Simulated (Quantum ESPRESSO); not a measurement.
NaCl in Quantum ESPRESSO: the effect of target pressure

Crystal: NaCl.

```
CELL_PARAMETERS angstrom
0.00000 2.79406 2.79406
2.79406 0.00000 2.79406
2.79406 2.79406 0.00000
ATOMIC_POSITIONS crystal
Cl 0.50000 0.50000 0.50000
Na 0.00000 0.00000 0.00000
```

The cell is a database's computed one.

Alike in all runs:

- Program: Quantum ESPRESSO 7.5
- Task: phonons
- Functional: PBEsol
- Potentials or basis: PseudoDojo 0.4.1 SR PBEsol standard
- Cutoff: 1197 eV
- Density cutoff: 4789 eV
- k mesh: 4 × 4 × 4, shifted
- Occupations: fermi-dirac, width 0.05 eV
- Spin: no spin polarisation

Each run relaxes the cell or the atoms first.

```csv
target pressure,relaxed volume (Å³/atom),dielectric constant (mean),highest phonon frequency (cm⁻¹)
0 GPa,22.00,2.57,173
2 GPa,20.59,2.63,200
5 GPa,?,?,?
10 GPa,17.53,2.79,273
15 GPa,16.43,2.86,305
```

**Question.** What does the run with target pressure 5 GPa give?

**Answer.** Relaxed volume 19.13 Å³/atom; dielectric constant 2.70 mean; highest phonon frequency 232 cm⁻¹.

Worked out: In Murnaghan's law V^(-B') rises as a straight line in P. The other rows fit best with B' = 4.2, V0 = 22.01 Å³/atom and B0 = 26 GPa, which gives 19.13 Å³/atom at 5 GPa, against the run's 19.13. A parabola through the other rows of the dielectric constant, of slope 0.0219  per GPa there, gives 2.70 , against the run's 2.70. A parabola through the other rows of the highest phonon frequency, of slope 9.97 cm⁻¹ per GPa there, gives 230 cm⁻¹, against the run's 232.

Caveats: before the sum rule the acoustic modes lie tens of cm⁻¹ from zero, a sign that the density grid also shifts the optical modes; the cell is more than 3 GPa from zero pressure, which shifts response properties (some runs); the volume moved by over 15 % at a fixed basis, so the end points are rough (some runs).

Runs at the PBE level aren't shown here.
